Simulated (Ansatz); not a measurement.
LaAlO$_{3}$ (cubic perovskite)

```
CELL_PARAMETERS angstrom
      3.81241     0.00000     0.00000
      0.00000     3.81241     0.00000
      0.00000     0.00000     3.81241
ATOMIC_POSITIONS crystal
  La 0.00000 0.00000 0.00000
  Al 0.50000 0.50000 0.50000
  O  0.00000 0.50000 0.50000
  O  0.50000 0.50000 0.00000
  O  0.50000 0.00000 0.50000
```

Two coordinates are scanned: the volume, and the ratio of the stretch along z (the conventional c axis) to the stretch across it. Atoms keep their fractional coordinates.

Calculation: PBE (plane waves to 420 eV, PAW, scalar-relativistic; Ansatz, an electronic-structure program). k mesh 9×9×9 (Γ-centred), Fermi-Dirac smearing 0.05 eV. Compression counts positive. LaAlO3 is run without spin polarisation. LaAlO3 was relaxed with its symmetry unable to fall. This is a high-temperature form of LaAlO3. 

Problem. Give the computed P (GPa) at all points of the grid V/V₀ = 0.920, 0.960, 1.000, 1.040, 1.080 by (c/a)/(c/a)₀ = 0.880, 0.940, 1.000, 1.060, 1.120.

Solution. P (GPa), with V/V₀ across and (c/a)/(c/a)₀ down:

```tsv
(c/a)/(c/a)₀ \ V/V₀	0.920	0.960	1.000	1.040	1.080
0.880	23.5	12.5	3.5	-3.7	-9.7
0.940	20.1	9.5	0.8	-6.2	-11.9
1.000	19.1	8.5	0.0	-6.9	-12.5
1.060	20.0	9.4	0.7	-6.3	-11.9
1.120	22.6	11.7	2.8	-4.4	-10.2
```

(A scan under strain: stresses follow from slopes of the energy per volume, elastic moduli from its curvatures.)
